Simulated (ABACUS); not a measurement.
Crystal: BAs.

```
As B
1.0
     0.00000    2.38850    2.38850
     2.38850    0.00000    2.38850
     2.38850    2.38850    0.00000
As B
1 1
Direct
  0.75000 0.75000 0.75000
  0.00000 0.00000 0.00000
```

```yaml
Program: ABACUS 3.10.1
Task: single point
Functional: PBE
Potentials_or_basis: PseudoDojo NC SR 0.4.1 PBE standard
Cutoff: 1143 eV
Density_cutoff: 4572 eV
Basis: plane waves
k_mesh: 10 × 10 × 10
Occupations: fermi-dirac, width 0.05 eV
Spin: no spin polarisation
```

On this cell: pressure 2.7 GPa; largest force zero by symmetry; band gap on the k mesh 1.20 eV, indirect (least direct gap 3.29 eV).

The same run follows on a disturbed copy (atoms moved at random, drawn with an rms of 0.05 Å):

```
As B
1.0
     0.00000    2.38850    2.38850
     2.38850    0.00000    2.38850
     2.38850    2.38850    0.00000
As B
1 1
Direct
  0.74962 0.74959 0.73170
  0.00331 0.97773 0.98514
```

Question: What does the disturbed cell give?

Answer: The energy moves by +16.3 meV/atom; pressure 3.0 GPa; largest force 0.999 eV/Å; band gap on the k mesh 0.67 eV, indirect (least direct gap 2.41 eV).

Forces in eV/Å, atoms in the order of the input:
```
As  -0.698  0.196 -0.688
B    0.698 -0.196  0.688
```

Stress tensor (GPa, compression positive):
```
 2.91  1.77 -0.45
 1.77  3.06  1.80
-0.45  1.80  2.91
```

A k mesh can miss the band edges.
